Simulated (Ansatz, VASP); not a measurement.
**AlNi in VASP and in Ansatz**

```
CELL_PARAMETERS angstrom
2.88100 0.00000 0.00000
0.00000 2.88100 0.00000
0.00000 0.00000 2.88100
ATOMIC_POSITIONS crystal
Ni 0.50000 0.50000 0.50000
Al 0.00000 0.00000 0.00000
```

Alike in both runs: task single point; functional PBEsol; k mesh 9 × 9 × 9; occupations fermi-dirac, width 0.05 eV; collinear spin, ferromagnetic start.

|  | VASP | Ansatz |
| --- | --- | --- |
| version | VASP 6.6.1 | Ansatz 0.2.0 |
| potentials or method | VASP PAW PBE potentials, release 64 (Ni, Al) | Ansatz PAW |
| plane-wave cutoff (eV) | 520 | 420 |
| valence electrons in the cell | 13 | 21 |

VASP gave:

```
gap on the k mesh at the Fermi level (eV) : none
pressure (GPa)                            : -3.2
net moment per atom (μB)                  : 0.00
```

Task: Which values does Ansatz return?

Result: gap on the k mesh at the Fermi level (eV): none; pressure (GPa): -3.4; net moment per atom (μB): 0.00.

A gap of «none» marks a metal or a gap that the smearing closes. The functional is the same, so the differences come from potentials, cutoffs and numerics. The two sets of potentials don't hold the same shells in valence.

Caveats: the PAW data sets were made with another functional, which shifts forces and pressure a little (VASP); the PAW data sets come from PBE, with cores solved anew for the run's functional, which leaves a small shift of forces and pressure (Ansatz); the starting moments weren't kept (Ansatz).
